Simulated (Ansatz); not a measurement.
Wires are cut from relaxed bulk BAs (F-43m, 13.55 Å³/atom, gap on the mesh 1.08 eV); atoms and period are relaxed, and energies count from that bulk.

Theory: Ansatz 0.2.0, DFT PBEsol, scalar-relativistic, plane waves, PAW.

Cutoff 420 eV, Gaussian smearing of 0.05 eV, energies at zero smearing, symmetry of each start kept, collinear spin where a moment is listed.

| start | atoms | k mesh | excess energy (eV per host atom) | line energy (eV/Å) | period (Å) | gap on the mesh (eV) | highest filled level or Fermi level under vacuum (eV) | size of the moment (μB per cell) |
| --- | --- | --- | --- | --- | --- | --- | --- | --- |
| [110] wire, 14 host atoms a period | 14 | 1×1×10 | 0.603 | 2.505 | 3.370 | 0 | 4.86 | 0.42 |
| [110] wire, 16 host atoms a period | 16 | 1×1×10 | 0.649 | 3.064 | 3.390 | 0 | - | 0.62 |

A dash: not computed, or not clear enough to read.

Each run keeps its start's symmetry and one magnetic start, so lower states can exist.

Cost: 2 runs of about 88 core-minutes in all, on Arm Neoverse V2 (shared hosts).